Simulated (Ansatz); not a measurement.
# HfO2 (P2_1/c): a vacancy on Hf

One table from this session's results is given with a row withheld; the runs are named, their logs left out.

All numbers below are computed with Ansatz 0.2.0 (DFT PBEsol, scalar-relativistic, plane waves, PAW).

4 further runs of the same task are left out: 4 set aside as unsound or not needed.

## The starting structure

The cell holds 23 atoms (Hf7O16): a = 6.691 Å, b = 7.264 Å, c = 7.264 Å, α = 90.91°, β = 116.23°, γ = 116.23°.

The coordinates of this cell stand in the input of its own run.

The host was relaxed before at PBEsol: a = 5.096 Å, b = 5.177 Å, c = 5.271 Å, α = 90.00°, β = 99.62°, γ = 90.00° (conventional cell), 11.424 Å³/atom.

Places, in fractions of the supercell: a vacancy on Hf at (0.708, 0.944, 0.487). Its neighbours start displaced at random, with a spread of 0.03 Å in each coordinate.

Set-up of the first run:

input.yaml reads:

```yaml
crystal:
  lattice:
    - [5.0956762395, 0.0, -0.0019234373]
    - [0.0, 5.1770571806, 0.0]
    - [-0.8783916959, 0.0, 5.1968913486]
  atoms:
    - { symbol: Hf, position: [0.2771467369, 0.4570458332, 0.7081795841] }
    - { symbol: Hf, position: [0.7228532631, 0.9570458332, 0.7918204159] }
    - { symbol: Hf, position: [0.7228532631, 0.5429541668, 0.2918204159] }
    - { symbol: Hf, position: [0.2771467369, 0.0429541668, 0.2081795841] }
    - { symbol: O, position: [0.4471346452, 0.7418166541, 0.9799930223] }
    - { symbol: O, position: [0.5528653548, 0.2418166541, 0.5200069777] }
    - { symbol: O, position: [0.5528653548, 0.2581833459, 0.0200069777] }
    - { symbol: O, position: [0.4471346452, 0.7581833459, 0.4799930223] }
    - { symbol: O, position: [0.0712348773, 0.3373418005, 0.3408778816] }
    - { symbol: O, position: [0.9287651227, 0.8373418005, 0.1591221184] }
    - { symbol: O, position: [0.9287651227, 0.6626581995, 0.6591221184] }
    - { symbol: O, position: [0.0712348773, 0.1626581995, 0.8408778816] }
basis:
  ecutwfc: 420
  xc_grid: 2
kpoints:
  mp_grid: { grid: [4, 4, 4] }
  band_path: { path: [VBM, CBM], npoints: 2 }
hamiltonian:
  xc: pbesol
scf:
  occupations: { method: gaussian, width: 0.02 }
output:
  forces: true
  stress: true
  eigenvalues: true
```

The run is started by

```bash
$ ansatz run input.yaml --threads 8 --pin off --max-ram 16384MiB --backend cpu --events-out ev --progress --plain --runs-dir out
```

Steps of the session up to this table: Band edges of the host over the zone; Dielectric tensors of the host, without U; The perfect crystal in the supercell of 24 atoms; Charge 0, atoms relaxed; Charge -1, atoms relaxed; More of the same log: V_Hf, charge -1, atoms relaxed at the host's cell; Charge -4, atoms relaxed.

One of the session's tables, all rows but one given; the rest of the session is left out.

It belongs to the step «How the shell moved». 

```
      state  cell moment (μB)
ideal sites              0.00
   charge 0              4.00
  charge -1                 ?
  charge -4              0.00
```

Q: Estimate the row for charge -1 from the others.

**Answer.** cell moment (μB): 3.00. In the column «cell moment (μB)» it lies between charge -4 (0.00) and charge 0 (4.00).

Caveats from the session: The program doubts the potential alignment. Warnings in the runs' records: seeded moment not kept.
